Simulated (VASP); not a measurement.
# Ti2O (P-3m1) in VASP: further runs

Aim: see how the results for Ti2O move with the level of theory and the settings. Levels: LDA, LDA+U. Tasks: single point.

Everything below comes from runs of VASP 6.6.1. Logs are shortened: lines on timing, memory, paths and dates and some standing lists are left out, and cuts for length are marked.

### 1 Starting point

The structure is trigonal, space group P-3m1 (No. 164). The conventional cell has a = 2.919 Å, b = 2.919 Å, c = 4.713 Å, α = 90.00°, β = 90.00°, γ = 120.00°. Ti (site symmetry 3m) has 3 O at 2.14 Å as nearest neighbours. O (site symmetry -3m) has 6 Ti at 2.14 Å as nearest neighbours.

### 2 Single point, LDA

File INCAR:

```
SYSTEM = Ti2O
ALGO = Normal
EDIFF = 1E-7
ENCUT = 520
GGA = CA
ISIF = 2
ISMEAR = -1
LASPH = .True.
LCHARG = .True.
LELF = .True.
LREAL = .False.
LVHAR = .True.
LWAVE = .False.
NELM = 60
PREC = Accurate
SIGMA = 0.05
```

File KPOINTS:

```
k-points
0
Gamma
  10 10 6
  0 0 0
```

File POSCAR:

```
Ti2O
1.0
    2.9194000000      0.0000000000      0.0000000000
   -1.4597000000      2.5282745638      0.0000000000
    0.0000000000      0.0000000000      4.7130000000
Ti O
2 1
Direct
    0.3333333333      0.6666666667      0.7212600000
    0.6666666667      0.3333333333      0.2787400000
    0.0000000000      0.0000000000      0.0000000000
```

Potentials or basis: VASP PAW LDA potentials, release 64 (Ti_sv, O).

Started as:

```bash
$ cat potpaw_LDA.64/Ti_sv/POTCAR potpaw_LDA.64/O/POTCAR > POTCAR
$ mpirun -np 1 vasp_std > vasp.out
```

OUTCAR:

```text
SYSTEM = Ti2O
   EDIFF = 1E-7
   ENCUT = 520
   GGA = CA
   ISIF = 2
   ISMEAR = -1
   LASPH = .True.
   LREAL = .False.
   NELM = 60
   PREC = Accurate

 ion  position               nearest neighbor table
   1  0.333  0.667  0.721-   3 2.14   3 2.14   3 2.14   2 2.68   2 2.68   2 2.68
   2  0.667  0.333  0.279-   3 2.14   3 2.14   3 2.14   1 2.68   1 2.68   1 2.68
   3  0.000  0.000  0.000-   1 2.14   2 2.14   1 2.14   2 2.14   2 2.14   1 2.14

  LATTYP: Found a hexagonal cell.
 ALAT       =     2.9194000000
 C/A-ratio  =     1.6143728163

  Lattice vectors:

 A1 = (   2.9194000000,   0.0000000000,   0.0000000000)
 A2 = (  -1.4597000000,   2.5282745638,   0.0000000000)
 A3 = (   0.0000000000,   0.0000000000,   4.7130000000)

Analysis of symmetry for initial positions (statically):
=====================================================================
 Subroutine PRICEL returns:
 Original cell was already a primitive cell.

 Routine SETGRP: Setting up the symmetry group for a
 hexagonal supercell.

 Subroutine GETGRP returns: Found 12 space group operations
 (whereof 12 operations were pure point group operations)
 out of a pool of 24 trial point group operations.

The static configuration has the point symmetry D_3d.

Analysis of symmetry for dynamics (positions and initial velocities):
=====================================================================
 Subroutine PRICEL returns:
 Original cell was already a primitive cell.

 Routine SETGRP: Setting up the symmetry group for a
 hexagonal supercell.

 Subroutine GETGRP returns: Found 12 space group operations
 (whereof 12 operations were pure point group operations)
 out of a pool of 24 trial point group operations.

The dynamic configuration has the point symmetry D_3d.

 Subroutine INISYM returns: Found 12 space group operations
 (whereof 12 operations are pure point group operations),
 and found     1 'primitive' translations

----------------------------------------------------------------------------------------

                                     Primitive cell

  volume of cell :      34.7869

  direct lattice vectors                    reciprocal lattice vectors
     2.919400000  0.000000000  0.000000000     0.342536138  0.197763331  0.000000000
    -1.459700000  2.528274564  0.000000000     0.000000000  0.395526662  0.000000000
     0.000000000  0.000000000  4.713000000     0.000000000  0.000000000  0.212179079

  length of vectors
     2.919400000  2.919400000  4.713000000     0.395526662  0.395526662  0.212179079

  position of ions in fractional coordinates (direct lattice)
     0.333333333  0.666666667  0.721260000
     0.666666667  0.333333333  0.278740000
     0.000000000  0.000000000  0.000000000

  ion indices of the primitive-cell ions
   primitive index   ion index
                 1           1
                 2           2
                 3           3

----------------------------------------------------------------------------------------

 KPOINTS: k-points

Automatic generation of k-mesh.
 Grid dimensions read from file:
 generate k-points for:   10   10    6

 Generating k-lattice:

  Cartesian coordinates                     Fractional coordinates (reciprocal lattice)
     0.034253614  0.019776333  0.000000000     0.100000000  0.000000000  0.000000000
     0.000000000  0.039552666  0.000000000     0.000000000  0.100000000  0.000000000
     0.000000000  0.000000000  0.035363180     0.000000000  0.000000000  0.166666667

  Length of vectors
     0.039552666  0.039552666  0.035363180

  Shift w.r.t. Gamma in fractional coordinates (k-lattice)
     0.000000000  0.000000000  0.000000000

 Subroutine IBZKPT returns following result:
 ===========================================

 Found     72 irreducible k-points:

 Following reciprocal coordinates:
            Coordinates               Weight
  0.000000  0.000000  0.000000      1.000000
  0.100000  0.000000  0.000000      6.000000
  0.200000  0.000000  0.000000      6.000000
  0.300000  0.000000  0.000000      6.000000
  0.400000 -0.000000  0.000000      6.000000
  0.500000 -0.000000  0.000000      3.000000
[... 16 lines left out ...]
  0.000000  0.400000  0.166667      6.000000
  0.500000 -0.000000  0.166667      6.000000
 [... further k-points ...]
   k-points           NKPTS =     72   k-points in BZ     NKDIM =     72   number of bands    NBANDS=     19
   number of dos      NEDOS =    301   number of ions     NIONS =      3
   total plane-waves  NPLWV =  20736
   dimension x,y,z NGX =    24 NGY =   24 NGZ =   36
   dimension x,y,z NGXF=    48 NGYF=   48 NGZF=   72
   ions per type =               2   1
   NGX,Y,Z   is equivalent  to a cutoff of  13.67, 13.67, 12.70 a.u.
   NGXF,Y,Z  is equivalent  to a cutoff of  27.33, 27.33, 25.40 a.u.
 SYSTEM =  Ti2O
   PREC   = accura    normal or accurate (medium, high low for compatibility)
   ISTART =      0    job   : 0-new  1-cont  2-samecut
   ICHARG =      2    charge: 1-file 2-atom 10-const
   ISPIN  =      1    spin polarized calculation?
   LNONCOLLINEAR =      F non collinear calculations
   LSORBIT =      F    spin-orbit coupling
   LASPH  =      T    aspherical Exc in radial PAW
   ENCUT  =  520.0 eV  38.22 Ry    6.18 a.u.   5.43  5.43  8.76*2*pi/ulx,y,z
   NELM   =     60;   NELMIN=  2; NELMDL= -5     # of ELM steps
   EDIFF  = 0.1E-06   stopping-criterion for ELM
   LREAL  =      F    real-space projection
   EDIFFG = 0.1E-05   stopping-criterion for IOM
   NSW    =      0    number of steps for IOM
   IBRION =     -1    ionic relax: 0-MD 1-quasi-New 2-CG
[... 8 lines left out ...]
   EMIN   =  10.00;   EMAX   =-10.00  energy-range for DOS
   EFERMI =   0.00;   METHOD = LEGACY
   ISMEAR =    -1;   SIGMA  =   0.05  broadening in eV -4-tet -1-fermi 0-gaus
   EFERMI_NEDOS =   21; number of points for ismear=-14 and -15
   IALGO  =     38    algorithm
[... 5 lines left out ...]
  Thomas-Fermi vector in A             =   2.661801
   LORBIT       =      0    0 simple, 1 ext, 2 COOP (PROOUT), +10 PAW based schemes
   GGA     = CA    functional components
   LHFCALC =     F    Hartree Fock is set to
   AEXX    =    0.0000 exact exchange contribution
   IVDW    =     0    specifies the selected vdW correction
   LEPSILON=     F    determine dielectric tensor
   LRPA    =     F    only Hartree local field effects (RPA)
 non-spin polarized calculation
  energy-cutoff  :      520.00
  volume of cell :       34.79
 maximum number of plane-waves:       966
 NGX is ok and might be reduce to    24
   NGX = 11   NGY = 11   NGZ = 17

 number of electron      29.9999990 magnetization

 Free energy of the ion-electron system (eV)
  ---------------------------------------------------
  ext. energy  EPLUGINS =         0.00000000
  ---------------------------------------------------
  free energy    TOTEN  =       -28.64523510 eV

  energy without entropy =      -28.63788400  energy(sigma->0) =      -28.64155955

 E-fermi :  10.1324     XC(G=0): -12.8917

 val. band max:       10.1074648827   @ k =   0.2000   0.0000   0.1667
 cond. band min:      10.1629232861   @ k =   0.3000   0.1000   0.3333
 fundamental gap:      0.0554584035
 Fermi energy:        10.1323841238

 k-point     1 :       0.0000    0.0000    0.0000
  band No.  band energies     occupation
      1     -46.2931      2.00000
      2     -46.1019      2.00000
      3     -23.4215      2.00000
      4     -22.6190      2.00000
      5     -22.6190      2.00000
      6     -22.5040      2.00000
[... 11 lines left out ...]
     18      11.0793      0.00000
     19      11.0793      0.00000

 k-point     2 :       0.1000    0.0000    0.0000
  band No.  band energies     occupation
      1     -46.2807      2.00000
      2     -46.0978      2.00000
      3     -23.3897      2.00000
      4     -22.6898      2.00000
      5     -22.6384      2.00000
      6     -22.5507      2.00000
[... 11 lines left out ...]
     18      11.0852      0.00000
     19      11.2585      0.00000

 k-point     3 :       0.2000    0.0000    0.0000
  band No.  band energies     occupation
      1     -46.2470      2.00000
      2     -46.0879      2.00000
      3     -23.3027      2.00000
      4     -22.8510      2.00000
      5     -22.6986      2.00000
      6     -22.6860      2.00000
[... 11 lines left out ...]
     18      11.5006      0.00000
     19      11.7246      0.00000

 k-point     4 :       0.3000    0.0000    0.0000
  band No.  band energies     occupation
      1     -46.2020      2.00000
      2     -46.0788      2.00000
      3     -23.1905      2.00000
      4     -23.0438      2.00000
      5     -22.8521      2.00000
      6     -22.7411      2.00000
[... 11 lines left out ...]
     18      12.1767      0.00000
     19      12.1819      0.00000

 k-point     5 :       0.4000   -0.0000    0.0000
  band No.  band energies     occupation
      1     -46.1601      2.00000
      2     -46.0766      2.00000
      3     -23.2002      2.00000
      4     -23.1294      2.00000
      5     -22.9031      2.00000
      6     -22.7837      2.00000
[... 11 lines left out ...]
     18      12.8413      0.00000
     19      12.8841      0.00000

 k-point     6 :       0.5000   -0.0000    0.0000
  band No.  band energies     occupation
      1     -46.1408      2.00000
      2     -46.0791      2.00000
      3     -23.2596      2.00000
      4     -23.1374      2.00000
      5     -22.8640      2.00000
      6     -22.7996      2.00000
[... 11 lines left out ...]
     18      13.1465      0.00000
     19      13.2079      0.00000

 k-point     7 :       0.1000    0.1000    0.0000
  band No.  band energies     occupation
      1     -46.2576      2.00000
      2     -46.0908      2.00000
      3     -23.3301      2.00000
      4     -22.7859      2.00000
      5     -22.7209      2.00000
      6     -22.6105      2.00000
[... 11 lines left out ...]
     18      11.3170      0.00000
     19      11.6676      0.00000

 k-point     8 :       0.2000    0.1000    0.0000
  band No.  band energies     occupation
      1     -46.2182      2.00000
      2     -46.0814      2.00000
      3     -23.2284      2.00000
      4     -22.9450      2.00000
      5     -22.8536      2.00000
      6     -22.6858      2.00000
[... 256 lines left out ...]
 k-point    20 :       0.3000    0.0000    0.1667
  band No.  band energies     occupation
      1     -46.1973      2.00000
      2     -46.0835      2.00000
      3     -23.2172      2.00000
      4     -23.0501      2.00000
      5     -22.8015      2.00000
      6     -22.7292      2.00000
[... 11 lines left out ...]
     18      11.9632      0.00000
     19      12.2694      0.00000

 k-point    21 :       0.0000    0.3000    0.1667
  band No.  band energies     occupation
      1     -46.1971      2.00000
      2     -46.0837      2.00000
      3     -23.1855      2.00000
      4     -22.9922      2.00000
      5     -22.9165      2.00000
      6     -22.7356      2.00000
[... 11 lines left out ...]
     18      11.9843      0.00000
     19      12.4190      0.00000

 k-point    22 :       0.4000   -0.0000    0.1667
  band No.  band energies     occupation
      1     -46.1570      2.00000
      2     -46.0797      2.00000
      3     -23.2567      2.00000
      4     -23.1341      2.00000
      5     -22.8368      2.00000
      6     -22.7719      2.00000
[... 11 lines left out ...]
     18      12.6513      0.00000
     19      12.7522      0.00000

 k-point    23 :       0.0000    0.4000    0.1667
  band No.  band energies     occupation
      1     -46.1567      2.00000
      2     -46.0800      2.00000
      3     -23.2302      2.00000
      4     -23.1026      2.00000
      5     -22.9214      2.00000
      6     -22.7754      2.00000
[... 11 lines left out ...]
     18      12.8328      0.00000
     19      12.9768      0.00000

 k-point    24 :       0.5000   -0.0000    0.1667
  band No.  band energies     occupation
      1     -46.1385      2.00000
      2     -46.0814      2.00000
      3     -23.2887      2.00000
      4     -23.1520      2.00000
      5     -22.8418      2.00000
      6     -22.7891      2.00000
[... 11 lines left out ...]
     18      13.0320      0.00000
     19      13.1603      0.00000

 [... further k-points ...]
[... 5 lines left out ...]
  --------------------------------------------------------------------------------------
  -------------------------------------------------------------------------------------
  Total       -0.5620915     -0.5620915      0.3457482      0.0000000     -0.0000000      0.0000000
  in kB      -25.8882276    -25.8882276     15.9241110      0.0000000     -0.0000000      0.0000000
  external PRESSURE =     -11.9507814 kB  Pullay stress =       0.0000000 kB

 VOLUME and BASIS-vectors are now :
 -----------------------------------------------------------------------------
  energy-cutoff  :      520.00
  volume of cell :       34.79
      direct lattice vectors                 reciprocal lattice vectors
     2.919400000  0.000000000  0.000000000     0.342536138  0.197763331  0.000000000
    -1.459700000  2.528274564  0.000000000     0.000000000  0.395526662  0.000000000
     0.000000000  0.000000000  4.713000000     0.000000000  0.000000000  0.212179079

 POSITION                                       TOTAL-FORCE (eV/Angst)
 -----------------------------------------------------------------------------------
     -0.00000      1.68552      3.39930         0.000000     -0.000000      1.405551
      1.45970      0.84276      1.31370        -0.000000      0.000000     -1.405551
      0.00000      0.00000      0.00000        -0.000000      0.000000      0.000000
 -----------------------------------------------------------------------------------
    total drift:                               -0.000000      0.000000      0.000000

  FREE ENERGIE OF THE ION-ELECTRON SYSTEM (eV)
  ---------------------------------------------------
  free  energy   TOTEN  =       -28.6452351005 eV

  energy  without entropy=      -28.6378840018  energy(sigma->0) =      -28.64155955
```

Run time: 54 s. Hardware: 1 thread of Intel Xeon Platinum 8375C at 2.90GHz (Ice Lake), shared host; peak memory 0.16 GiB.

What came out:

```
Free energy            : -28.6452 eV
Pressure               : -1.2 GPa
Largest force          : 1.406 eV/Å
Band gap on the k mesh : none (metal or under the smearing width)
```

Forces in eV/Å, atoms in the order of the input:
```
Ti   0.000  0.000  1.406
Ti   0.000  0.000 -1.406
O    0.000  0.000  0.000
```

Caveat: semilocal functionals often make such compounds metallic where correlation or magnetic order opens a gap, which also shifts bond lengths; forces of over 1 eV/Å show positions far from the minimum, so gaps and moduli don't describe the material at rest.

(Continued in part 2 of 2.)
